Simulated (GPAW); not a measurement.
# TePb (Fm-3m) in GPAW: settings compared

The runs below take TePb through equation of state, band structure, with RPBE, vdW-DF-cx, WC, PBE, LDA.

All numbers are computed with GPAW 26.7.0; they aren't measurements. Logs are shortened: lines on timing, memory, paths and dates and some standing lists are left out, and cuts for length are marked. The log counts tension as positive stress, the text compression.

**Experimental background.**

From a printed reference work, monograph, for a bulk crystal of TePb at 4.2 K: band gap 0.19 eV (direct).

How close the calculation comes is told below.

## 1. The crystal as given

The structure is cubic, space group Fm-3m (No. 225). Conventional cell: a = 6.462 Å, b = 6.462 Å, c = 6.462 Å, α = 90.00°, β = 90.00°, γ = 90.00°. Around Pb (site symmetry m-3m) lie 6 Te at 3.23 Å. Te (site symmetry m-3m) has 6 Pb at 3.23 Å as nearest neighbours.

## 2. Equation of state, RPBE

run.py

```python
from ase.eos import EquationOfState
from ase.io import Trajectory, read
from ase.units import GPa
from gpaw import GPAW, PW

atoms = read('TePb.xyz')

traj = Trajectory('eos.traj', 'w')
volumes, energies = [], []
for x in [0.94, 0.96, 0.98, 1.0, 1.02, 1.04, 1.06]:
    a = atoms.copy()
    a.set_cell(atoms.cell * x**(1 / 3), scale_atoms=True)
    calc = GPAW(mode=PW(600),
                xc='RPBE',
                kpts={'size': (6, 6, 6), 'gamma': True},
                occupations={'name': 'fermi-dirac', 'width': 0.05},
                nbands=19,
                convergence={'density': 1e-05, 'energy': 1e-05},
                maxiter=150,
                txt=f'eos-{x:.2f}.txt')
    a.calc = calc
    energies.append(a.get_potential_energy(force_consistent=True))
    volumes.append(a.get_volume())
    p = -a.get_stress()[:3].mean() / GPa
    calc.write(f'eos-{x:.2f}.gpw')
    traj.write(a)
    print(f'{x:.2f} {volumes[-1]:10.4f} A^3 {energies[-1]:14.6f} eV {p:9.3f} GPa', flush=True)

v0, e0, B = EquationOfState(volumes, energies, eos='birchmurnaghan').fit()
print(f'V0 = {v0:.4f} A^3, E0 = {e0:.6f} eV, B0 = {B / GPa:.2f} GPa')
```

TePb.xyz

```xyz
2
Lattice="0.0000000000 3.2310000000 3.2310000000 3.2310000000 0.0000000000 3.2310000000 3.2310000000 3.2310000000 0.0000000000" Properties=species:S:1:pos:R:3 pbc="T T T"
Pb     0.0000000000      0.0000000000      0.0000000000
Te     3.2310000000      3.2310000000      3.2310000000
```

Potentials or basis: the program's PAW data sets (release 1.2.1) made for this functional, pw.

Started as:

```sh
OMP_NUM_THREADS=1 python run.py
```

The program printed:

```text
__  _  _
 | _ |_)|_||  |
 |__||  | ||/\| - 26.7.0

Input parameters:
  mode=PW(ecut=600.0),
  convergence={'density': 1e-05, 'energy': 1e-05},
  kpts=MonkhorstPack(size=(6, 6, 6), gamma=True),
  maxiter=150,
  nbands=19,
  occupations=Occupations(name='fermi-dirac', width=0.05),
  xc=XC(name='RPBE')

Diagonalizing LCAO Hamiltonian
Converting LCAO to pw mode

                 Te

       Pb

Atoms  # Å, Bohr magnetons
|   | symbol |        x |        y |        z |    initial magnetic moments |
|---|--------|----------|----------|----------|-----------------------------|
| 0 |     Pb | 0.000000 | 0.000000 | 0.000000 | ( 0.0000,  0.0000,  0.0000) |
| 1 |     Te | 3.187332 | 3.187332 | 3.187332 | ( 0.0000,  0.0000,  0.0000) |

Unit cell  # Å
| periodic |        x |        y |        z |  lengths |    angles |
|----------|----------|----------|----------|----------|-----------|
|      yes | 0.000000 | 3.187332 | 3.187332 | 4.507569 | 60.000000 |
|      yes | 3.187332 | 0.000000 | 3.187332 | 4.507569 | 60.000000 |
|      yes | 3.187332 | 3.187332 | 0.000000 | 4.507569 | 60.000000 |

Number of symmetries: 48
Symmetry operations  # r_c * U_cc + t_c -> r_c
|    | kind |            matrix            |
|----|------|------------------------------|
|  0 |  σ   |  1, 0, 0,  1, 0,-1,  1,-1, 0 |
|  1 |  C2  |  1, 0, 0,  1,-1, 0,  1, 0,-1 |
|  2 |  E   |  1, 0, 0,  0, 1, 0,  0, 0, 1 |
|  3 |  σ   |  1, 0, 0,  0, 0, 1,  0, 1, 0 |
|  4 |  C4  |  1, 0,-1,  1, 0, 0,  1,-1, 0 |
|  5 |  S6  |  1, 0,-1,  1,-1, 0,  1, 0, 0 |
|  6 |  σ   |  1, 0,-1,  0, 1,-1,  0, 0,-1 |
|  7 |  C3  |  1, 0,-1,  0, 0,-1,  0, 1,-1 |
|  8 |  S6  |  1,-1, 0,  1, 0, 0,  1, 0,-1 |
|  9 |  C4  |  1,-1, 0,  1, 0,-1,  1, 0, 0 |
| 10 |  C3  |  1,-1, 0,  0,-1, 1,  0,-1, 0 |
| 11 |  σ   |  1,-1, 0,  0,-1, 0,  0,-1, 1 |
| 12 |  σ   |  0, 1, 0,  1, 0, 0,  0, 0, 1 |
| 13 |  C4  |  0, 1, 0,  0, 1,-1, -1, 1, 0 |
| 14 |  C3  |  0, 1, 0,  0, 0, 1,  1, 0, 0 |
| 15 |  S6  |  0, 1, 0, -1, 1, 0,  0, 1,-1 |
| 16 |  C2  |  0, 1,-1,  1, 0,-1,  0, 0,-1 |
| 17 |  σ   |  0, 1,-1,  0, 1, 0, -1, 1, 0 |
| 18 |  S4  |  0, 1,-1,  0, 0,-1,  1, 0,-1 |
| 19 |  C4  |  0, 1,-1, -1, 1, 0,  0, 1, 0 |
| 20 |  C3  |  0, 0, 1,  1, 0, 0,  0, 1, 0 |
| 21 |  σ   |  0, 0, 1,  0, 1, 0,  1, 0, 0 |
| 22 |  S6  |  0, 0, 1,  0,-1, 1, -1, 0, 1 |
| 23 |  C4  |  0, 0, 1, -1, 0, 1,  0,-1, 1 |
| 24 |  S4  |  0, 0,-1,  1, 0,-1,  0, 1,-1 |
| 25 |  C3  |  0, 0,-1,  0, 1,-1,  1, 0,-1 |
| 26 |  C2  |  0, 0,-1,  0,-1, 0, -1, 0, 0 |
| 27 |  S6  |  0, 0,-1, -1, 0, 0,  0,-1, 0 |
| 28 |  S4  |  0,-1, 1,  1,-1, 0,  0,-1, 0 |
| 29 |  C4  |  0,-1, 1,  0, 0, 1, -1, 0, 1 |
| 30 |  C2  |  0,-1, 1,  0,-1, 0,  1,-1, 0 |
| 31 |  σ   |  0,-1, 1, -1, 0, 1,  0, 0, 1 |
| 32 |  C3  |  0,-1, 0,  1,-1, 0,  0,-1, 1 |
| 33 |  S6  |  0,-1, 0,  0, 0,-1, -1, 0, 0 |
| 34 |  S4  |  0,-1, 0,  0,-1, 1,  1,-1, 0 |
| 35 |  C2  |  0,-1, 0, -1, 0, 0,  0, 0,-1 |
| 36 |  C2  | -1, 1, 0,  0, 1, 0,  0, 1,-1 |
| 37 |  S6  | -1, 1, 0,  0, 1,-1,  0, 1, 0 |
| 38 |  S4  | -1, 1, 0, -1, 0, 1, -1, 0, 0 |
| 39 |  C3  | -1, 1, 0, -1, 0, 0, -1, 0, 1 |
| 40 |  S6  | -1, 0, 1,  0, 0, 1,  0,-1, 1 |
| 41 |  C2  | -1, 0, 1,  0,-1, 1,  0, 0, 1 |
| 42 |  C3  | -1, 0, 1, -1, 1, 0, -1, 0, 0 |
| 43 |  S4  | -1, 0, 1, -1, 0, 0, -1, 1, 0 |
| 44 |  C2  | -1, 0, 0,  0, 0,-1,  0,-1, 0 |
| 45 |  i   | -1, 0, 0,  0,-1, 0,  0, 0,-1 |
| 46 |  σ   | -1, 0, 0, -1, 1, 0, -1, 0, 1 |
| 47 |  C2  | -1, 0, 0, -1, 0, 1, -1, 1, 0 |

BZ-sampling:
  Number of BZ points: 216
  Number of IBZ points: 16

  Monkhorst-Pack size: [6, 6, 6]
  Monkhorst-Pack shift: [0.08333333333333333, 0.08333333333333333, 0.08333333333333333]

K-points  # in reciprocal-cell coordinates
|     |                                coordinates |     weight |
|-----|--------------------------------------------|------------|
|   0 | (  0.00000000,   0.00000000,   0.00000000) | 0.00462963 |
|   1 | (  0.16666667,   0.16666667,   0.00000000) | 0.02777778 |
|   2 | (  0.16666667,   0.16666667,   0.16666667) | 0.03703704 |
|   3 | (  0.33333333,   0.16666667,   0.16666667) | 0.05555556 |
|   4 | (  0.33333333,   0.33333333,  -0.33333333) | 0.05555556 |
|   5 | (  0.33333333,   0.33333333,   0.00000000) | 0.02777778 |
|   6 | (  0.33333333,   0.33333333,   0.16666667) | 0.11111111 |
|   7 | (  0.33333333,   0.33333333,   0.33333333) | 0.03703704 |
|   8 | (  0.50000000,   0.33333333,  -0.33333333) | 0.11111111 |
|   9 | (  0.50000000,   0.33333333,  -0.16666667) | 0.05555556 |
| ... |                                            |            |
|  15 | (  0.50000000,   0.50000000,   0.50000000) | 0.01851852 |

Plane wave coefficients: 2200
Cutoff: 600.0 eV

Spin-components: 1 (collinear spins)
Bands:           19
Projectors:      11
Spin-degeneracy: 2
Datatype:        complex128

Parallelization:
  kpt:    1
  domain: 1
  band:   1

Density:
  Valence electrons: 20.0
  Components: 1
  Grid points: [27 27 27]
  Charge: 0.0  # |e|

Potential:
  Grid points: [27 27 27]

species:
  Pb:
    name:    Lead
    Z:       82.0
    valence: 14
    core:    68
    charge:  0.0  # [|e|]
    compensation charges:
      type: gauss
      rc: 0.38  # [Å]
      lmax: 2
    cutoffs:
      filter: 2.36  # [Å]
      core: 2.43  # [Å]
    projectors
    | kind |    occ | energy [eV] | rcut [Å] |
    |------|--------|-------------|----------|
    |   6s |  2.000 |     -11.900 |    1.259 |
    |   6p |  2.000 |      -3.434 |    1.275 |
    |   5d | 10.000 |     -21.207 |    1.217 |
    |    s |        |      15.312 |    1.259 |
    |    p |        |      23.777 |    1.275 |
    |    d |        |       6.004 |    1.217 |

    Using partial waves for Pb as LCAO basis

  Te:
    name:    Tellurium
    Z:       52.0
    valence: 6
    core:    46
    charge:  0.0  # [|e|]
    compensation charges:
      type: gauss
      rc: 0.36  # [Å]
      lmax: 2
    cutoffs:
      filter: 2.09  # [Å]
      core: 3.17  # [Å]
    projectors
    | kind |    occ | energy [eV] | rcut [Å] |
    |------|--------|-------------|----------|
    |   5s |  2.000 |     -15.026 |    1.180 |
    |   5p |  4.000 |      -5.917 |    1.196 |
    |    s |        |      12.185 |    1.180 |
    |    p |        |      21.294 |    1.196 |
    |    d |        |       0.000 |    1.238 |

    Using partial waves for Te as LCAO basis

Reference energy: -752089.920900  # eV

eigensolver:
  PPCG
  Converge bands: occupied
  niter=2

density mixing:
  MSR1-Mixer
  Pratt-step length: 0.05
  Maximum mixing coefficient: 0.75
  Old densities: 10
  SVD Regularization: 0.005
  Good broyden scale: 1.0
  Trust region scale: 1.0
  Backstep threshold: 4.0
  History deletion threshold: 6.0
  Fourier metric: weight=20.0, sigma=0.015

occupation numbers:
  Fermi-Dirac:
    width: 0.0500  # eV

poisson solver:
  ecut: 4800.0  # eV

xc functional:
  name: RPBE with 2 nearest neighbor stencil

convergence criteria:
- Maximum integral of absolute [dens]ity change: 1e-05 electrons / valence electron
- Maximum [total energy] change in last 3 cyles: 1e-05 eV / valence electron
- Maximum integral of absolute [eigenst]ate change: 4e-08 eV^2 / valence electron
maximum number of iterations: 150

SCF iterations
|iter     | |      energy | eigst |  dens |
|---------|-|-------------|-------|-------|
|iter:   1| |   -7.085004 | -0.10 |       |
|iter:   2| |   -7.067320 | -1.98 | -1.36 |
|iter:   3| |   -6.994321 | -2.10 | -1.40 |
|iter:   4| |   -6.997376 | -3.65 | -2.01 |
|iter:   5| |   -6.998192 | -4.19 | -2.43 |
|iter:   6| |   -6.998215 | -5.61 | -3.27 |
|iter:   7| |   -6.998216c| -6.59 | -3.79 |
|iter:   8| |   -6.998217c| -7.68c| -4.56 |
|iter:   9| |   -6.998217c| -7.83c| -5.22c|

Converged in 9 steps
Energy contributions relative to reference atoms: (reference = -752089.920900)

Energy contributions:
  Kinetic:          25.977349
  Coulomb:         -25.325497
  Zero:              0.130816
  External:          0.000000
  Xc:               -7.780864
  Entropy:          -0.000041
  Spinorbit:         0.000000
  ----------------------------
  Free energy:      -6.998237
  Extrapolated:     -6.998217

dipole moment: (-26.915771, -26.915771, -26.915771)  # |e|*Ang

Fermi level: 6.705
Eigenvalues  # (at kpt = [0.000, 0.000, 0.000])
| band index |      eig [eV] | occ [0-2] |
|------------|---------------|-----------|
|          0 |       -10.529 |     2.000 |
|        ... |               |           |
|          2 |       -10.517 |     2.000 |
|          3 |       -10.517 |     2.000 |
|          4 |       -10.517 |     2.000 |
|          5 |        -6.000 |     2.000 |
|          6 |         0.948 |     2.000 |
|          7 |         4.791 |     2.000 |
[... 9 lines left out ...]
|         17 |        14.231 |     0.000 |
|         18 |        14.370 |     0.000 |

Gap: 0.654 eV
Transition (v -> c):
  (s=0, k=15, n=9, [0.50, 0.50, 0.50]) -> (s=0, k=15, n=10, [0.50, 0.50, 0.50])
No difference between direct/indirect transitions

Stress tensor  # eV/Ang^3
|         x |         y |         z |
|-----------|-----------|-----------|
| -0.034747 |  0.000000 |  0.000000 |
|  0.000000 | -0.034747 | -0.000000 |
|  0.000000 | -0.000000 | -0.034747 |

# Writing to eos-0.96.gpw (mode='')
```

eos-0.94.txt:

```text
SCF iterations
|iter     | |      energy | eigst |  dens |
|---------|-|-------------|-------|-------|
|iter:   1| |   -7.024856 | -0.09 |       |
|iter:   2| |   -7.009310 | -1.98 | -1.38 |
|iter:   3| |   -6.942357 | -2.13 | -1.42 |
|iter:   4| |   -6.945218 | -3.65 | -2.02 |
|iter:   5| |   -6.945958 | -4.20 | -2.46 |
[... 43 lines left out ...]
|         17 |        14.602 |     0.000 |
|         18 |        14.664 |     0.000 |

Gap: 0.598 eV
Transition (v -> c):
  (s=0, k=15, n=9, [0.50, 0.50, 0.50]) -> (s=0, k=15, n=10, [0.50, 0.50, 0.50])
No difference between direct/indirect transitions

Stress tensor  # eV/Ang^3
|         x |         y |         z |
|-----------|-----------|-----------|
| -0.042708 | -0.000000 |  0.000000 |
| -0.000000 | -0.042708 |  0.000000 |
|  0.000000 |  0.000000 | -0.042708 |

# Writing to eos-0.94.gpw (mode='')
```

Wall time 87 s (1 thread of AMD EPYC 7B13 (Zen 3), shared host); peak memory 0.26 GiB.

Results:

```yaml
Equilibrium_volume: "36.62 Å³/atom (rough: see the caveat)"
Bulk_modulus: 34 GPa (rough)
```

Energy against volume, from the lowest point:
| volume (Å³/atom) | energy (meV/atom) |
| --- | --- |
| 31.706 | 89.65 |
| 32.380 | 63.54 |
| 33.055 | 42.52 |
| 33.730 | 26.09 |
| 34.404 | 13.80 |
| 35.079 | 5.22 |
| 35.753 | 0.00 |

Caveat: the minimum lies outside the volumes run. The run has no spin-orbit coupling, so splittings on Pb, Te are missing.

[end of part 1 of 3]
